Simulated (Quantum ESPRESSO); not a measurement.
CO2 under changes of volume

One of the cells (7.836 Å³/atom); the others are scaled copies at fixed shape and fractional positions:

```
O C
1.0
    -1.97473    1.97473    3.01406
     1.97473   -1.97473    3.01406
     1.97473    1.97473   -3.01406
O C
4 2
Direct
  0.87500 0.95980 0.58480
  0.37500 0.29020 0.41520
  0.04020 0.62500 0.91520
  0.70980 0.12500 0.08480
  0.00000 0.00000 0.00000
  0.75000 0.25000 0.50000
```

The cell comes from a database or a generator and needn't be the stable form of this composition.

```yaml
Program: Quantum ESPRESSO 7.5
Functional: LDA
Potentials_or_basis: GBRV 1.5 LDA
Cutoff: 612 eV
Density_cutoff: 4898 eV
k_mesh: 9 × 9 × 9
Occupations: fermi-dirac, width 0.05 eV
Spin: no spin polarisation
```

```tsv
volume (Å³/atom)	energy over the lowest point (meV/atom)	pressure (GPa)	gap on the mesh (eV)
7.366	2.10	4.9	7.70
7.522	0.00	-1.5	7.63
7.679	3.84	-7.2	7.55
7.836	?	?	?
7.992	26.89	-16.9	7.38
8.149	45.06	-21.0	7.29
8.306	67.06	-24.7	7.21
```

Problem. What does the run at 7.836 Å³/atom give?

Solution. Energy over the lowest point 12.97 meV/atom; pressure -12.3 GPa; gap on the mesh 7.47 eV.

Worked out: A Birch-Murnaghan fit of order 3 (a polynomial in V^(-2/3)) to the other rows has its minimum at 7.50 Å³/atom with B0 = V·E''(V) = 297 GPa and B' = 4.4 at fixed shape and positions, which overstates the stiffness. It gives 13.03 meV/atom at 7.836 Å³/atom, against the run's 12.97, and -dE/dV = -11.9 GPa, against -12.3. A parabola through the other rows of the gap, of slope -4.15 eV per unit of ln V there, gives 7.47 eV, against the run's 7.47.

Energies are extrapolated to zero smearing.

Caveats: an odd mesh through Γ misses points on the zone boundary, where band edges often lie.
